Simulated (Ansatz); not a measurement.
TePb:

```
CELL_PARAMETERS angstrom
4.00229 0.00000 0.00000
0.00000 4.00229 0.00000
0.00000 0.00000 4.00229
ATOMIC_POSITIONS crystal
Pb 0.00000 0.00000 0.00000
Te 0.50000 0.50000 0.50000
```

Measurements of this composition are mostly on another form, of space group No. 225.

```yaml
Program: Ansatz 0.2.0
Task: relaxation of cell and atoms
Functional: revPBE
Potentials_or_basis: all-electron LAPW, scalar-relativistic
Basis_error_allowed: 0.001 eV/atom
k_mesh: 7 × 7 × 7
Occupations: fermi-dirac, width 0.05 eV
Spin: no spin polarisation
```

At the start: volume 32.05 Å³/atom.

Q: How do energy, volume and symmetry change on relaxing?

A: Over 3 steps the energy falls by 3.1 meV/atom and the volume is 32.95 Å³/atom (+2.8 %); space group Pm-3m (No. 221, to 0.05 Å).

The path:
```csv
step,energy change (eV),largest force (eV/Å),volume (Å³)
1,0.0000,0.0000,64.11
2,-0.0063,0.0000,65.91
3,-0.0063,0.0000,65.91
```

Final structure:
```
CELL_PARAMETERS angstrom
4.03931 0.00000 0.00000
0.00000 4.03931 0.00000
0.00000 0.00000 4.03931
ATOMIC_POSITIONS crystal
Pb 0.00000 0.00000 0.00000
Te 0.50000 0.50000 0.50000
```
